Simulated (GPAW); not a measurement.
GaAs:

```
CELL_PARAMETERS angstrom
0.00000 2.82685 2.82685
2.82685 0.00000 2.82685
2.82685 2.82685 0.00000
ATOMIC_POSITIONS crystal
As 0.25000 0.25000 0.25000
Ga 0.00000 0.00000 0.00000
```

Base run:

- Program: GPAW 26.7.0
- Functional: mBEEF
- Potentials or basis: GPAW PAW data sets (gpaw-data 1.2.1)
- Cutoff: 600 eV
- Basis: pw
- k mesh: 8 × 8 × 8
- Occupations: fermi-dirac, width 0.05 eV
- Spin: spin-orbit coupling, no magnetisation

Its results: band gap on the k mesh 0.88 eV, direct; pressure 1.3 GPa.

Question: After a change of settings the same cell gave: band gap on the k mesh 0.96 eV, direct; pressure 1.0 GPa. Which change was it?
A. functional from mBEEF to r4SCAN; band points from 80 to 60
B. functional from mBEEF to r2SCAN
C. functional from mBEEF to revTPSS; spin axis theta (degrees) from 0 to 90

Answer: B.

Caveats: spin-orbit coupling was added after a scalar SCF, so levels and gaps hold it while energy, forces, pressure and moments don't; this program's spin-orbit splittings come out too wide for heavy elements; the PAW data sets were made with another functional, which shifts forces and pressure a little.

Not every run made on this cell is shown here.
